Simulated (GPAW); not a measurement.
# HgTe (Coloradoite) (F-43m) in GPAW: settings compared

The runs below take HgTe (Coloradoite) through Fermi surface, RPA correlation energy, with r2SCAN, PBEsol.

All numbers are computed with GPAW 26.7.0; they aren't measurements. Logs are shortened: lines on timing, memory, paths and dates and some standing lists are left out, and cuts for length are marked. The log counts tension as positive stress, the text compression.

**1. Starting point**

The structure is cubic, space group F-43m (No. 216). The conventional cell has a = 6.429 Å, b = 6.429 Å, c = 6.429 Å, α = 90.00°, β = 90.00°, γ = 90.00°. Hg (site symmetry -43m) is surrounded by 4 Te at 2.78 Å. Te (site symmetry -43m) has 4 Hg at 2.78 Å as nearest neighbours.

**2. Fermi surface, r2SCAN**

File run.py:

```python
import json
import numpy as np
from ase.dft.bandgap import bandgap
from ase.io import read, write
from ase.units import GPa
from gpaw import GPAW, PW

atoms = read('POSCAR')

calc = GPAW(mode=PW(510),
            xc='MGGA_X_R2SCAN+MGGA_C_R2SCAN',
            kpts={'size': (5, 5, 5), 'gamma': True},
            occupations={'name': 'fermi-dirac', 'width': 0.01},
            nbands=18,
            convergence={'density': 1e-05, 'energy': 1e-05},
            maxiter=150,
            txt='gpaw.txt')
atoms.calc = calc
energy = atoms.get_potential_energy()
forces = atoms.get_forces()
stress = atoms.get_stress()
calc.write('gs.gpw')
write('result.traj', atoms)
print(f'Energy: {energy:.6f} eV')
print('Forces (eV/A):')
print(forces.round(4))
print('Stress (GPa):', (stress / GPa).round(3))
print('Fermi level:', round(calc.get_fermi_level(), 4), 'eV')
print(f'Gap: {bandgap(calc)[0]:.4f} eV, direct: {bandgap(calc, direct=True)[0]:.4f} eV')

size = (8, 8, 8)
dense = calc.fixed_density(kpts={'size': size, 'gamma': True}, update_fermi_level=True,
                           convergence={'bands': 'CBM+2.0', 'eigenstates': 1e-7}, txt='dense.txt')
ef = dense.get_fermi_level()
index = np.round(dense.get_bz_k_points() * size).astype(int) % size
recip = 2 * np.pi * atoms.cell.reciprocal()
sheets = []
for s, e_kn in enumerate(dense.eigenvalues()):
    for n in range(e_kn.shape[1] - 2):
        if e_kn[:, n].min() < ef < e_kn[:, n].max():
            e = np.empty(size)
            e[tuple(index.T)] = e_kn[dense.get_bz_to_ibz_map(), n] - ef
            de = np.array([(np.roll(e, -1, c) - np.roll(e, 1, c)) * size[c] / 2 for c in range(3)])
            v = np.linalg.norm(np.einsum('vc,cxyz->vxyz', np.linalg.inv(recip), de), axis=0)
            w = np.exp(-(e / 0.1)**2) / (0.1 * np.pi**0.5)
            sheets.append({'spin': s, 'band': n, 'filled': (e < 0).mean(), 'dos': w.mean(), 'bottom': e.min(), 'top': e.max(),
                           'velocity': (w * v).sum() / w.sum() * 1.519267e5, 'slice': e[:, :, 0].round(3).tolist()})
            print(f'spin {s} band {n}: filled share {sheets[-1]["filled"]:.3f}, from {e.min():.3f} to {e.max():.3f} eV,',
                  f'{w.mean():.3f} states/eV, mean velocity {sheets[-1]["velocity"]:.3e} m/s')
print('Fermi level on the dense mesh:', round(ef, 4), 'eV,', len(sheets), 'sheets')
json.dump({'ef': ef, 'sheets': sheets}, open('fermi.json', 'w'))
```

File POSCAR:

```
HgTe
1.0
    0.0000000000      3.2145000000      3.2145000000
    3.2145000000      0.0000000000      3.2145000000
    3.2145000000      3.2145000000      0.0000000000
Hg Te
1 1
Direct
    0.0000000000      0.0000000000      0.0000000000
    0.7500000000      0.7500000000      0.7500000000
```

Potentials or basis: GPAW PAW data sets (gpaw-data 1.2.1), pw.

Command:

```
> OMP_NUM_THREADS=1 python run.py
```

gpaw.txt:

```text
__  _  _
 | _ |_)|_||  |
 |__||  | ||/\| - 26.7.0

Input parameters:
  mode=PW(ecut=510.0),
  convergence={'density': 1e-05, 'energy': 1e-05},
  kpts=MonkhorstPack(size=(5, 5, 5), gamma=True),
  maxiter=150,
  nbands=18,
  occupations=Occupations(name='fermi-dirac', width=0.01),
  xc=XC(name='MGGA_X_R2SCAN+MGGA_C_R2SCAN')

Diagonalizing LCAO Hamiltonian
Converting LCAO to pw mode

                      Te

       Hg

Atoms  # Å, Bohr magnetons
|   | symbol |        x |        y |        z |    initial magnetic moments |
|---|--------|----------|----------|----------|-----------------------------|
| 0 |     Hg | 0.000000 | 0.000000 | 0.000000 | ( 0.0000,  0.0000,  0.0000) |
| 1 |     Te | 4.821750 | 4.821750 | 4.821750 | ( 0.0000,  0.0000,  0.0000) |

Unit cell  # Å
| periodic |        x |        y |        z |  lengths |    angles |
|----------|----------|----------|----------|----------|-----------|
|      yes | 0.000000 | 3.214500 | 3.214500 | 4.545989 | 60.000000 |
|      yes | 3.214500 | 0.000000 | 3.214500 | 4.545989 | 60.000000 |
|      yes | 3.214500 | 3.214500 | 0.000000 | 4.545989 | 60.000000 |

Number of symmetries: 24
Symmetry operations  # r_c * U_cc + t_c -> r_c
|    | kind |            matrix            |
|----|------|------------------------------|
|  0 |  E   |  1, 0, 0,  0, 1, 0,  0, 0, 1 |
|  1 |  σ   |  1, 0, 0,  0, 0, 1,  0, 1, 0 |
|  2 |  σ   |  1, 0,-1,  0, 1,-1,  0, 0,-1 |
|  3 |  C3  |  1, 0,-1,  0, 0,-1,  0, 1,-1 |
|  4 |  C3  |  1,-1, 0,  0,-1, 1,  0,-1, 0 |
|  5 |  σ   |  1,-1, 0,  0,-1, 0,  0,-1, 1 |
|  6 |  σ   |  0, 1, 0,  1, 0, 0,  0, 0, 1 |
|  7 |  C3  |  0, 1, 0,  0, 0, 1,  1, 0, 0 |
|  8 |  C2  |  0, 1,-1,  1, 0,-1,  0, 0,-1 |
|  9 |  S4  |  0, 1,-1,  0, 0,-1,  1, 0,-1 |
| 10 |  C3  |  0, 0, 1,  1, 0, 0,  0, 1, 0 |
| 11 |  σ   |  0, 0, 1,  0, 1, 0,  1, 0, 0 |
| 12 |  S4  |  0, 0,-1,  1, 0,-1,  0, 1,-1 |
| 13 |  C3  |  0, 0,-1,  0, 1,-1,  1, 0,-1 |
| 14 |  S4  |  0,-1, 1,  1,-1, 0,  0,-1, 0 |
| 15 |  C2  |  0,-1, 1,  0,-1, 0,  1,-1, 0 |
| 16 |  C3  |  0,-1, 0,  1,-1, 0,  0,-1, 1 |
| 17 |  S4  |  0,-1, 0,  0,-1, 1,  1,-1, 0 |
| 18 |  S4  | -1, 1, 0, -1, 0, 1, -1, 0, 0 |
| 19 |  C3  | -1, 1, 0, -1, 0, 0, -1, 0, 1 |
| 20 |  C3  | -1, 0, 1, -1, 1, 0, -1, 0, 0 |
| 21 |  S4  | -1, 0, 1, -1, 0, 0, -1, 1, 0 |
| 22 |  σ   | -1, 0, 0, -1, 1, 0, -1, 0, 1 |
| 23 |  C2  | -1, 0, 0, -1, 0, 1, -1, 1, 0 |

BZ-sampling:
  Number of BZ points: 125
  Number of IBZ points: 10

  Monkhorst-Pack size: [5, 5, 5]
  Monkhorst-Pack shift: [0, 0, 0]

K-points  # in reciprocal-cell coordinates
|   |                                coordinates |     weight |
|---|--------------------------------------------|------------|
| 0 | (  0.00000000,   0.00000000,   0.00000000) | 0.00800000 |
| 1 | (  0.20000000,   0.20000000,   0.00000000) | 0.04800000 |
| 2 | (  0.20000000,   0.20000000,   0.20000000) | 0.06400000 |
| 3 | (  0.40000000,   0.20000000,  -0.20000000) | 0.19200000 |
| 4 | (  0.40000000,   0.20000000,   0.20000000) | 0.09600000 |
| 5 | (  0.40000000,   0.40000000,  -0.40000000) | 0.19200000 |
| 6 | (  0.40000000,   0.40000000,  -0.20000000) | 0.09600000 |
| 7 | (  0.40000000,   0.40000000,   0.00000000) | 0.04800000 |
| 8 | (  0.40000000,   0.40000000,   0.20000000) | 0.19200000 |
| 9 | (  0.40000000,   0.40000000,   0.40000000) | 0.06400000 |

Plane wave coefficients: 1807
Cutoff: 510.0 eV

Spin-components: 1 (collinear spins)
Bands:           18
Projectors:      11
Spin-degeneracy: 2
Datatype:        complex128

Parallelization:
  kpt:    1
  domain: 1
  band:   1

Density:
  Valence electrons: 24.0
  Components: 1
  Grid points: [24 24 24]
  Charge: 0.0  # |e|

Potential:
  Grid points: [24 24 24]

species:
  Hg:
    name:    Mercury
    Z:       80.0
    valence: 18
    core:    62
    charge:  0.0  # [|e|]
    compensation charges:
      type: gauss
      rc: 0.41  # [Å]
      lmax: 2
    cutoffs:
      filter: 2.17  # [Å]
      core: 2.06  # [Å]
    projectors
    | kind |    occ | energy [eV] | rcut [Å] |
    |------|--------|-------------|----------|
    |   6s |  2.000 |      -6.783 |    1.307 |
    |   5p |  6.000 |     -66.572 |    1.291 |
    |   6p |  0.000 |      -1.056 |    1.291 |
    |   5d | 10.000 |      -9.891 |    1.302 |
    |    s |        |      20.429 |    1.307 |
    |    d |        |      17.320 |    1.302 |

    Using partial waves for Hg as LCAO basis

  Te:
    name:    Tellurium
    Z:       52.0
    valence: 6
    core:    46
    charge:  0.0  # [|e|]
    compensation charges:
      type: gauss
      rc: 0.36  # [Å]
      lmax: 2
    cutoffs:
      filter: 2.09  # [Å]
      core: 3.17  # [Å]
    projectors
    | kind |    occ | energy [eV] | rcut [Å] |
    |------|--------|-------------|----------|
    |   5s |  2.000 |     -15.089 |    1.180 |
    |   5p |  4.000 |      -5.955 |    1.196 |
    |    s |        |      12.123 |    1.180 |
    |    p |        |      21.256 |    1.196 |
    |    d |        |       0.000 |    1.238 |

    Using partial waves for Te as LCAO basis

Reference energy: -717946.462161  # eV

eigensolver:
  PPCG
  Converge bands: occupied
  niter=2

density mixing:
  MSR1-Mixer
  Pratt-step length: 0.05
  Maximum mixing coefficient: 0.75
  Old densities: 10
  SVD Regularization: 0.005
  Good broyden scale: 1.0
  Trust region scale: 1.0
  Backstep threshold: 4.0
  History deletion threshold: 6.0
  Fourier metric: weight=20.0, sigma=0.015

occupation numbers:
  Fermi-Dirac:
    width: 0.0100  # eV

poisson solver:
  ecut: 4080.0  # eV

xc functional:
  name: MGGA_X_R2SCAN+MGGA_C_R2SCAN with 2 nearest neighbor stencil

convergence criteria:
- Maximum integral of absolute [dens]ity change: 1e-05 electrons / valence electron
- Maximum [total energy] change in last 3 cyles: 1e-05 eV / valence electron
- Maximum integral of absolute [eigenst]ate change: 4e-08 eV^2 / valence electron
maximum number of iterations: 150

SCF iterations
|iter     | |      energy | eigst |  dens |
|---------|-|-------------|-------|-------|
|iter:   1| |  -40.823700 | -0.08 |       |
|iter:   2| |  -36.084832 | -1.51 | -1.47 |
|iter:   3| |  -36.076365 | -2.29 | -1.48 |
|iter:   4| |  -36.118065 | -2.43 | -1.67 |
|iter:   5| |  -36.145144 | -2.81 | -1.88 |
|iter:   6| |  -36.152258 | -3.20 | -2.27 |
|iter:   7| |  -36.151911 | -4.56 | -2.56 |
|iter:   8| |  -36.151569 | -4.85 | -2.62 |
|iter:   9| |  -36.151462 | -4.98 | -2.78 |
|iter:  10| |  -36.151449c| -5.55 | -3.20 |
|iter:  11| |  -36.151450c| -6.67 | -4.07 |
|iter:  12| |  -36.151450c| -8.03c| -4.86 |
|iter:  13| |  -36.151450c| -8.32c| -5.60c|

Converged in 13 steps
Energy contributions relative to reference atoms: (reference = -717946.462161)

Energy contributions:
  Kinetic:          37.482323
  Coulomb:         -31.071390
  Zero:             -2.333018
  External:          0.000000
  Xc:              -40.229212
  Entropy:          -0.000306
  Spinorbit:         0.000000
  ----------------------------
  Free energy:     -36.151602
  Extrapolated:    -36.151450

dipole moment: (-17.370263, -17.370263, -17.370263)  # |e|*Ang

Fermi level: 4.480
Eigenvalues  # (at kpt = [0.000, 0.000, 0.000])
| band index |      eig [eV] | occ [0-2] |
|------------|---------------|-----------|
|          0 |       -60.800 |     2.000 |
|        ... |               |           |
|          5 |        -3.410 |     2.000 |
|          6 |        -3.410 |     2.000 |
|          7 |        -2.835 |     2.000 |
|          8 |        -2.835 |     2.000 |
|          9 |         4.246 |     2.000 |
|         10 |         4.473 |     1.333 |
|         11 |         4.473 |     1.333 |
|         12 |         4.473 |     1.333 |
|         13 |         9.044 |     0.000 |
|         14 |         9.044 |     0.000 |
|         15 |         9.044 |     0.000 |
|         16 |        11.371 |     0.000 |
|         17 |        14.677 |     0.000 |

No gap
No difference between direct/indirect transitions

Forces  # eV/Ang
|        x |        y |        z |
|----------|----------|----------|
| -0.00000 | -0.00000 | -0.00000 |  # Hg   0
| -0.00000 |  0.00000 | -0.00000 |  # Te   1

Stress tensor  # eV/Ang^3
|         x |         y |         z |
|-----------|-----------|-----------|
| -0.021032 |  0.000000 | -0.000000 |
|  0.000000 | -0.021032 |  0.000000 |
| -0.000000 |  0.000000 | -0.021032 |

# Writing to gs.gpw (mode='')
```

Run time: 47 s. Hardware: 1 thread of Arm Neoverse V2, shared host; peak memory 0.34 GiB.

What came out:

* Free energy: -36.1516 eV
* Pressure: 3.4 GPa
* Band gap on the k mesh: none (metal or under the smearing width)

Caveat: the k mesh is coarse; the cutoff is short for stress and forces, so pressures can be off by a GPa or more; the PAW data sets were made with another functional, which shifts forces and pressure a little. Spin-orbit coupling is left out, which matters for the levels of Hg, Te.

**3. RPA correlation energy, PBEsol**

File run.py:

```python
import numpy as np
from ase import Atoms
from ase.units import Bohr, Ha
from gpaw import GPAW, PW, setup_paths
from gpaw.hybrids.energy import non_self_consistent_energy
from gpaw.xc.rpa import RPACorrelation

setup_paths.insert(0, '.')

atoms = Atoms(['Hg', 'Te'],
              cell=[[0.0, 3.2145, 3.2145],
                    [3.2145, 0.0, 3.2145],
                    [3.2145, 3.2145, 0.0]],
              scaled_positions=[[0.0, 0.0, 0.0],
                                [0.75, 0.75, 0.75]],
              pbc=True)

for x in [1.0]:
    ecuts = np.array([64.0, 80.0, 100])
    a = atoms.copy()
    a.set_cell(atoms.cell * x**(1 / 3), scale_atoms=True)
    calc = GPAW(mode=PW(450),
                xc='PBEsol',
                kpts={'size': (3, 3, 3), 'gamma': True},
                occupations={'name': 'fermi-dirac', 'width': 0.05},
                nbands=18,
                convergence={'density': 1e-06},
                maxiter=75,
                txt=f'gs-{x:.2f}.txt')
    a.calc = calc
    dft = a.get_potential_energy(force_consistent=True)
    calc.write(f'gs-{x:.2f}.gpw')
    exx = non_self_consistent_energy(calc, 'EXX').sum()
    calc.diagonalize_full_hamiltonian(nbands=int(a.get_volume() / Bohr**3 * (ecuts[-1] / Ha)**1.5 * 2**0.5 / 3 / np.pi**2 * 1.15) + 30)
    calc.write(f'full-{x:.2f}.gpw', mode='all')
    ec = RPACorrelation(f'full-{x:.2f}.gpw', ecut=ecuts, nfrequencies=12, skip_gamma=True, frequency_scale=2.5, txt=f'rpa-{x:.2f}.txt').calculate()
    slope, ec_inf = np.polyfit(ecuts**-1.5, ec, 1)
    print(f'V = {a.get_volume():.4f} A^3: DFT {dft:.5f}, EXX {exx:.5f}, correlation', *ec.round(5), f'extrapolated {ec_inf:.5f}, total {exx + ec_inf:.5f} eV', flush=True)
```

Potentials or basis: PAW data sets generated in the run's folder for this functional, pw.

Command:

```
> gpaw-setup -x -f PBEsol Hg Te
> OMP_NUM_THREADS=1 python run.py
```

Output:

```text
Using integrator: PointIntegrator
FrequencyDescriptor(from 0.000+0.000j to 0.000+800.000j eV, 12 points)
Nonperiodic BCs:  [False False False]
Using integrator: PointIntegrator
FrequencyDescriptor(from 0.000+0.000j to 0.000+800.000j eV, 12 points)
Nonperiodic BCs:  [False False False]
Integrating chi0 body.

Symmetries of q_c:
    Direct symmetries (Uq -> q): 2
    Indirect symmetries (TUq -> q): 2
In total 4 allowed symmetries.

  ( 1  0  0)  ( 0  1  0)  (-1  0  1)  ( 0 -1  1)
  ( 0  1  0)  ( 1  0  0)  ( 0 -1  1)  (-1  0  1)
  ( 0  0  1)  ( 0  0  1)  ( 0  0  1)  ( 0  0  1)

12 groups of equivalent kpoints. 55.55555555555556% reduction.

Integral kind: hermitian response function
Integrating chi0 body.

Symmetries of q_c:
    Direct symmetries (Uq -> q): 2
    Indirect symmetries (TUq -> q): 2
In total 4 allowed symmetries.

  ( 1  0  0)  ( 0  1  0)  (-1  0  1)  ( 0 -1  1)
  ( 0  1  0)  ( 1  0  0)  ( 0 -1  1)  (-1  0  1)
  ( 0  0  1)  ( 0  0  1)  ( 0  0  1)  ( 0  0  1)

12 groups of equivalent kpoints. 55.55555555555556% reduction.

Integral kind: hermitian response function
Integrating chi0 body.

Symmetries of q_c:
    Direct symmetries (Uq -> q): 2
    Indirect symmetries (TUq -> q): 2
In total 4 allowed symmetries.

  ( 1  0  0)  ( 0  1  0)  (-1  0  1)  ( 0 -1  1)
  ( 0  1  0)  ( 1  0  0)  ( 0 -1  1)  (-1  0  1)
  ( 0  0  1)  ( 0  0  1)  ( 0  0  1)  ( 0  0  1)

12 groups of equivalent kpoints. 55.55555555555556% reduction.

Integral kind: hermitian response function
Integrating chi0 body.

Symmetries of q_c:
    Direct symmetries (Uq -> q): 4
    Indirect symmetries (TUq -> q): 4
In total 8 allowed symmetries.

  ( 1  0  0)  ( 1  0 -1)  ( 0  1  0)  ( 0  1 -1)  ( 0  1 -1)  ( 0  1  0)
  ( 0  1  0)  ( 0  1 -1)  ( 1  0  0)  ( 1  0 -1)  ( 0  1  0)  ( 0  1 -1)
  ( 0  0  1)  ( 0  0 -1)  ( 0  0  1)  ( 0  0 -1)  (-1  1  0)  (-1  1  0)

  ( 1  0 -1)  ( 1  0  0)
  ( 1  0  0)  ( 1  0 -1)
  ( 1 -1  0)  ( 1 -1  0)

9 groups of equivalent kpoints. 66.66666666666667% reduction.

Integral kind: hermitian response function
Integrating chi0 body.

Symmetries of q_c:
    Direct symmetries (Uq -> q): 4
    Indirect symmetries (TUq -> q): 4
In total 8 allowed symmetries.

  ( 1  0  0)  ( 1  0 -1)  ( 0  1  0)  ( 0  1 -1)  ( 0  1 -1)  ( 0  1  0)
  ( 0  1  0)  ( 0  1 -1)  ( 1  0  0)  ( 1  0 -1)  ( 0  1  0)  ( 0  1 -1)
  ( 0  0  1)  ( 0  0 -1)  ( 0  0  1)  ( 0  0 -1)  (-1  1  0)  (-1  1  0)

  ( 1  0 -1)  ( 1  0  0)
  ( 1  0  0)  ( 1  0 -1)
  ( 1 -1  0)  ( 1 -1  0)

9 groups of equivalent kpoints. 66.66666666666667% reduction.

Integral kind: hermitian response function
Integrating chi0 body.

Symmetries of q_c:
    Direct symmetries (Uq -> q): 4
    Indirect symmetries (TUq -> q): 4
In total 8 allowed symmetries.

  ( 1  0  0)  ( 1  0 -1)  ( 0  1  0)  ( 0  1 -1)  ( 0  1 -1)  ( 0  1  0)
  ( 0  1  0)  ( 0  1 -1)  ( 1  0  0)  ( 1  0 -1)  ( 0  1  0)  ( 0  1 -1)
  ( 0  0  1)  ( 0  0 -1)  ( 0  0  1)  ( 0  0 -1)  (-1  1  0)  (-1  1  0)

  ( 1  0 -1)  ( 1  0  0)
  ( 1  0  0)  ( 1  0 -1)
  ( 1 -1  0)  ( 1 -1  0)

9 groups of equivalent kpoints. 66.66666666666667% reduction.

Integral kind: hermitian response function
Integrating chi0 body.

Symmetries of q_c:
    Direct symmetries (Uq -> q): 6
    Indirect symmetries (TUq -> q): 0
In total 6 allowed symmetries.

  ( 1  0  0)  ( 1  0  0)  ( 0  1  0)  ( 0  1  0)  ( 0  0  1)  ( 0  0  1)
  ( 0  1  0)  ( 0  0  1)  ( 1  0  0)  ( 0  0  1)  ( 1  0  0)  ( 0  1  0)
  ( 0  0  1)  ( 0  1  0)  ( 0  0  1)  ( 1  0  0)  ( 0  1  0)  ( 1  0  0)

10 groups of equivalent kpoints. 62.96296296296296% reduction.

Integral kind: hermitian response function
Integrating chi0 body.

Symmetries of q_c:
    Direct symmetries (Uq -> q): 6
    Indirect symmetries (TUq -> q): 0
In total 6 allowed symmetries.

  ( 1  0  0)  ( 1  0  0)  ( 0  1  0)  ( 0  1  0)  ( 0  0  1)  ( 0  0  1)
  ( 0  1  0)  ( 0  0  1)  ( 1  0  0)  ( 0  0  1)  ( 1  0  0)  ( 0  1  0)
  ( 0  0  1)  ( 0  1  0)  ( 0  0  1)  ( 1  0  0)  ( 0  1  0)  ( 1  0  0)

10 groups of equivalent kpoints. 62.96296296296296% reduction.

Integral kind: hermitian response function
Integrating chi0 body.

Symmetries of q_c:
    Direct symmetries (Uq -> q): 6
    Indirect symmetries (TUq -> q): 0
In total 6 allowed symmetries.

  ( 1  0  0)  ( 1  0  0)  ( 0  1  0)  ( 0  1  0)  ( 0  0  1)  ( 0  0  1)
  ( 0  1  0)  ( 0  0  1)  ( 1  0  0)  ( 0  0  1)  ( 1  0  0)  ( 0  1  0)
  ( 0  0  1)  ( 0  1  0)  ( 0  0  1)  ( 1  0  0)  ( 0  1  0)  ( 1  0  0)

10 groups of equivalent kpoints. 62.96296296296296% reduction.

Integral kind: hermitian response function
```

Wall time 52 s (1 thread of Intel Xeon Platinum 8488C (Sapphire Rapids), shared host); peak memory 0.34 GiB.

These settings aren't checked as converged: the numbers below hold their error.

What came out:

| Quantity | Value |
| --- | --- |
| Free energy | -4.8868 eV |
| Band gap on the k mesh, mean-field level | none (metal or under the smearing width) |

Caveat: the k mesh is coarse (spacing up to 0.56 Å⁻¹), so the values aren't converged; the response cutoff is short for absolute correlation energies; RPA of a metal hangs on this mesh.

(Continued in part 2 of 2.)
